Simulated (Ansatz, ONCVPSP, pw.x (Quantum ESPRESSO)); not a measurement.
## barium (Ba): does the ONCV potential hold in the solid?

- Element: barium
- Generator: ONCVPSP 4.0.1
- Type: optimised norm-conserving Vanderbilt (ONCV)
- Functional: PBE
- Relativity: scalar-relativistic
- Frozen core: [Kr] 4d10
- Valence charge: 10
- Reference configuration: 5s2 5p6 6s2
- Partial waves: 5s+6s: rc 2.60 bohr, ncon 4, nbas 7, qcut 5.7 1/bohr, 2 projectors; 5p: rc 2.50 bohr, ncon 4, nbas 8, qcut 6.4 1/bohr, 2 projectors, debl 3.4 Ha; d scattering state at 0.18 Ha: rc 2.10 bohr, ncon 3, nbas 6, qcut 4.8 1/bohr, 1 projector
- Local potential: polynomial inside 1.90 bohr (lpopt 2, dvloc0 0 Ha)
- Core correction: Teter function, fcfact 2.25, rcfact 1.15

In the d channel the program set the typed energies aside and used 0.050 Ha.

Atomic tests: cutoffs needed: 11 Ha and 13 Ha (the cutoffs (Ha) at which the residual kinetic energy of the hardest occupied pseudo-wave falls to 1 and 0.1 mHa per electron); ghost test: no bound ghost flagged; GHOST(+) flagged for s at 167.2 eV; largest excitation error: -73 meV (all-electron minus pseudo) for 5s1 5p6 6s2, out of 4 test configurations.

Crystal test: fcc Ba in pw.x 7.5, no spin, 9³ k-points, Fermi–Dirac smearing 0.01 Ry, cutoffs 50/200 Ry. The reference is all-electron LAPW (Ansatz 0.2.0) with the same functional, mesh and smearing; V0 and B0 come from Birch–Murnaghan fits to the pressures at five volumes. Errors are pseudo minus all-electron; Δ is the rms difference of the E(V) curves that follow from these fits, minima aligned, over ±6 % about the mean V0. Mesh and smearing are coarse, so the numbers serve the comparison and aren't converged zero-temperature values; the lattice is a test structure that the element need not adopt.

All-electron: a0 = 6.363 Å (V0 = 64.40 Å³/atom), B0 = 8.0 GPa.

**Question.** How far does the potential miss the all-electron equation of state?

**Answer.** mean pressure error (GPa): +0.02; a0 (Å): 6.367; a0 error (%): +0.06; B0 error (%): +1.2; Δ (meV/atom): 0.2.

```tsv
V (Å³/atom)	P all-electron (GPa)	P pseudo (GPa)
61.159	0.44	0.47
62.769	0.21	0.23
64.378	0.00	0.02
65.987	-0.19	-0.18
67.597	-0.37	-0.36
```

**Question.** At the middle volume, how do free energy and pressure move when the wave cutoff is lowered (ecutrho kept at four times it)?

**Answer.**

```csv
cutoff (Ry),shift of F (meV/atom),shift of P (GPa)
22,+138.5,-1.95
30,+3.4,-0.09
40,+0.0,+0.00
```

The run at the middle volume (35 k-points, 7 iterations) took about 12 s on one core of a shared host (Intel(R) Xeon(R) Platinum 8375C CPU @ 2.90GHz, 64 threads, 248 GiB, load 34).
